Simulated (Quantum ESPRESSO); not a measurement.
# PtSe2 (Sudovikovite) in Quantum ESPRESSO: the effect of functional

The system is PtSe2 (Sudovikovite).

```
Pt Se
1.0
     3.72400    0.00000    0.00000
    -1.86200    3.22508    0.00000
     0.00000    0.00000    5.06200
Pt Se
1 2
Direct
  0.00000 0.00000 0.00000
  0.66667 0.33333 0.75000
  0.33333 0.66667 0.25000
```

Alike in all runs:

```yaml
Program: Quantum ESPRESSO 7.5
Task: phonons
Cutoff: 1170 eV
Density_cutoff: 4680 eV
k_mesh: 4 × 4 × 2, shifted
Occupations: fermi-dirac, width 0.05 eV
Spin: no spin polarisation
```

Each run relaxes the cell or the atoms first.

**Question.** One run gave: relaxed volume 19.41 Å³/atom; highest phonon frequency 211 cm⁻¹. Which functional did it use?
A. LDA
B. PBEsol
C. RPBE
D. WC
E. revPBE

**Answer.** A.

```csv
functional,potentials or basis,relaxed volume (Å³/atom),highest phonon frequency (cm⁻¹)
LDA,PseudoDojo 0.4.1 SR LDA standard,19.41,211
PBEsol,PseudoDojo 0.4.1 SR PBEsol standard,19.94,209
revPBE,PseudoDojo 0.4.1 SR PBE standard,22.97,214
WC,PseudoDojo 0.4.1 SR PBE standard,20.01,209
RPBE,PseudoDojo 0.4.1 SR PBE standard,23.23,214
vdW-DF-cx,PseudoDojo 0.4.1 SR PBE standard,20.05,213
```

Caveats: all runs use coarse meshes; the mesh is thin for the phonons of a metal (some runs); the layers were relaxed without a dispersion term, so their spacing and the soft interlayer modes are unreliable (some runs); the potentials were made for another functional, which shifts forces and pressure (some runs); this functional lacks dispersion, which binds the layers, so the pressure and a relaxed spacing across them are unreliable (some runs).

Runs at the PBE level aren't shown here.
